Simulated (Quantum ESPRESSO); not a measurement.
Runs of Quantum ESPRESSO 7.5 on HfC. It takes space group Fm-3m (No. 225, cubic). Conventional cell: a = 4.650 Å, b = 4.650 Å, c = 4.650 Å, α = 90.00°, β = 90.00°, γ = 90.00°. Hf (site symmetry m-3m) is surrounded by 6 C at 2.33 Å. C (site symmetry m-3m) is surrounded by 6 Hf at 2.33 Å. 

| level | U | mixing beta | gap on the mesh (eV) | pressure (GPa) |
| --- | --- | --- | --- | --- |
| PBE+U | Hf d U = 3 eV | 0.3 | none | 5.3 |
| PBE+U | Hf d U = 1 eV | 0.3 | none | 2.0 |
| PBE+U | Hf d U = 2 eV | 0.3 | none | (a) |
| PBE+U | Hf d U = 8 eV | 0.3 | none | (b) |
| PBE | - | 0.5 | none | 0.5 |
| PBE+U | Hf d U = 4 eV | 0.3 | none | 7.1 |
| PBE+U | Hf d U = 5 eV | 0.3 | none | 9.1 |
| PBE+U | Hf d U = 6 eV | 0.3 | none | (c) |

Alike in all rows: task single point; potentials or basis SSSP 1.3 efficiency PBE; no spin polarisation; cell as given; k mesh 10 × 10 × 10; cutoff (eV) 816; smearing fermi-dirac 0.05 eV.

Q: Estimate the missing entries.

A: (a) 3.6; (b) 16.2; (c) 11.2.

Caveats: U without spin polarisation on a metal has little footing (some runs); the U is typed as a test and isn't derived for this compound (some runs).

A k mesh can miss the band edges, and the runs leave out spin-orbit coupling on Hf.

A gap of «none» marks a metal or a gap under the smearing width.
